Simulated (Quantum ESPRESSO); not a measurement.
## BN: band structure with LDA

Crystal: BN.

```
N B
1.0
     2.50804    0.00000    0.00000
    -1.24671    2.17623    0.00000
    -0.63067   -1.08812    3.02254
N B
1 1
Cartesian
  0.6410 -0.3484 2.9772
  1.2297 2.1384 0.0055
```

The cell comes from a database or a generator and needn't be the stable form of this composition.

```json
{
  "Program": "Quantum ESPRESSO 7.5",
  "Task": "band structure",
  "Functional": "LDA",
  "Potentials or basis": "GBRV 1.5 LDA",
  "Cutoff": "612 eV",
  "Density cutoff": "4898 eV",
  "k mesh": "13 × 13 × 9",
  "Occupations": "fermi-dirac, width 0.05 eV",
  "Spin": "no spin polarisation",
  "Form of the LDA correlation": "PZ81",
  "Mixing beta": "0.5",
  "Most SCF iterations": "120",
  "SCF threshold": "4e-10 Ry"
}
```

```
Pressure                : -3.0 GPa
Largest force           : 2.730 eV/Å
Band gap on the k mesh  : 2.64 eV, indirect (least direct gap 4.40 eV)
Band gap along the path : 2.56 eV, indirect (least direct gap 4.38 eV)
```

Forces on the atoms (eV/Å):
```
N   -1.658 -2.081  0.613
B    1.658  2.081 -0.613
```

Stress tensor (GPa, compression positive):
```
-12.14  -4.98   0.54
 -4.98  -0.18   1.19
  0.54   1.19   3.27
```

Levels at the corners of the path, in eV from the valence-band top:
| point | band 1 | band 2 | band 3 | band 4 | band 5 | band 6 | band 7 | band 8 | band 9 |
| --- | --- | --- | --- | --- | --- | --- | --- | --- | --- |
| Γ | -18.16 | -3.89 | -2.56 | -0.94 | 5.17 | 10.00 | 12.11 | 12.66 | 14.82 |
| Y | -14.95 | -9.58 | -4.36 | -0.23 | 6.01 | 8.89 | 12.03 | 14.25 | 19.76 |
| T | -14.60 | -9.02 | -4.51 | -2.35 | 2.56 | 9.01 | 15.04 | 19.32 | 20.77 |
| Z | -17.55 | -7.23 | -2.58 | -0.98 | 9.71 | 10.44 | 12.09 | 12.44 | 17.55 |
| Γ | -18.16 | -3.89 | -2.56 | -0.94 | 5.17 | 10.00 | 12.11 | 12.66 | 14.82 |
| X | -14.20 | -8.47 | -6.85 | -1.45 | 3.14 | 12.30 | 12.67 | 17.49 | 18.37 |
| A1 | -14.33 | -8.38 | -7.21 | -1.38 | 5.19 | 12.27 | 14.30 | 14.57 | 17.95 |
| Y | -14.95 | -9.58 | -4.36 | -0.23 | 6.01 | 8.89 | 12.03 | 14.25 | 19.76 |
| T | -14.60 | -9.02 | -4.51 | -2.35 | 2.56 | 9.01 | 15.04 | 19.32 | 20.77 |
| X1 | -14.20 | -8.47 | -6.85 | -1.45 | 3.14 | 12.30 | 12.67 | 17.49 | 18.37 |
| X | -14.20 | -8.47 | -6.85 | -1.45 | 3.14 | 12.30 | 12.67 | 17.49 | 18.37 |
| A | -14.33 | -8.38 | -7.21 | -1.38 | 5.19 | 12.27 | 14.30 | 14.57 | 17.95 |
| Z | -17.55 | -7.23 | -2.58 | -0.98 | 9.71 | 10.44 | 12.09 | 12.44 | 17.55 |
| L | -14.68 | -9.16 | -4.95 | -1.60 | 4.31 | 9.40 | 13.49 | 17.00 | 20.48 |
| Γ | -18.16 | -3.89 | -2.56 | -0.94 | 5.17 | 10.00 | 12.11 | 12.66 | 14.82 |

Run time: 47 s on 2 MPI ranks on Intel(R) Xeon(R) Platinum 8488C (Sapphire Rapids), on a shared host, peak memory 0.22 GiB a rank.

Caveat: forces of over 1 eV/Å show positions far from the minimum, so gaps and moduli don't describe the material at rest. A hybrid or GW would open this gap; LDA tends to underestimate it.
